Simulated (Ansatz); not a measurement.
# Zr: the cost of one run

Method: DFT PBE, scalar-relativistic, plane waves, PAW, in Ansatz 0.2.0.

3 further runs of the same task are left out: 3 set aside as unsound or not needed.

### Step 1. The system as given

Symmetry: R-3m, No. 166, trigonal system. The conventional cell has a = 4.038 Å, b = 4.038 Å, c = 10.545 Å, α = 90.00°, β = 90.00°, γ = 120.00°. Zr (site symmetry 3m) has 3 Zr at 2.73 Å as nearest neighbours.

Coordinates:

```cif
data_structure
_symmetry_space_group_name_H-M 'R-3m:H'
_symmetry_Int_Tables_number 166
_cell_length_a 4.0382
_cell_length_b 4.0382
_cell_length_c 10.5451
_cell_angle_alpha 90.000
_cell_angle_beta 90.000
_cell_angle_gamma 120.000
_cell_volume 148.92
loop_
_atom_site_label
_atom_site_type_symbol
_atom_site_symmetry_multiplicity
_atom_site_Wyckoff_symbol
_atom_site_fract_x
_atom_site_fract_y
_atom_site_fract_z
_atom_site_occupancy
Zr1 Zr 6 c 0.00000 0.00000 0.23364 1
```

This is candidate A: Sb type (R-3m, No. 166).

(A quick probe on a coarse mesh, which set the mesh and smearing, is not shown.)

### Step 3. A loose first relaxation (candidate A)

Input file input.yaml:

```yaml
crystal:
  lattice:
    - [2.0190817519, 1.165717393, 3.515038088]
    - [-2.0190817519, 1.165717393, 3.515038088]
    - [0.0, -2.3314347858, 3.515038088]
  atoms:
    - { symbol: Zr, position: [0.23364, 0.23364, 0.23364] }
    - { symbol: Zr, position: [0.76636, 0.76636, 0.76636] }
basis:
  ecutwfc: 420
kpoints:
  mp_grid: { grid: [6, 6, 6] }
hamiltonian:
  xc: pbe
scf:
  occupations: { method: gaussian, width: 0.1 }
  lower_state_search: "off"
output:
  forces: true
  stress: true
  eigenvalues: true
relax:
  adjacent_minimum: "off"
  f_tol: 0.04
  max_steps: 70
  cell: { stress_tol: 0.4 }
```

What time and memory should one allow on 1 thread of an Arm CPU, shared host?

About 34 s, with a peak of 0.35 GiB.
